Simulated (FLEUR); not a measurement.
The system is InP.

```
CELL_PARAMETERS angstrom
0.00000 2.93050 2.93050
2.93050 0.00000 2.93050
2.93050 2.93050 0.00000
ATOMIC_POSITIONS crystal
In 0.00000 0.00000 0.00000
P 0.75000 0.75000 0.75000
```

Base run:

```yaml
Program: FLEUR MaX-R8.1 (later development tree)
Functional: LDA
Potentials_or_basis: all-electron
Basis: FLAPW
Kmax: 4.85 1/bohr
k_mesh: 8 × 8 × 8
Occupations: fermi-dirac, width 0.05 eV
Spin: no spin polarisation
```

Its results: band gap on the k mesh 0.48 eV, direct.

Problem. The run is repeated on the same cell with these changes: functional from LDA to r2SCAN. What comes out?

Solution. Band gap on the k mesh 1.17 eV, direct.

r2SCAN gives the wider gap, since meta-GGAs in the generalised Kohn-Sham scheme recover part of the derivative discontinuity.

Caveats: spin-orbit coupling is left out, which moves the levels of the heavy elements; the meta-GGA is that of a development version, with a GGA for the radial functions and cores and without core tails (some runs).
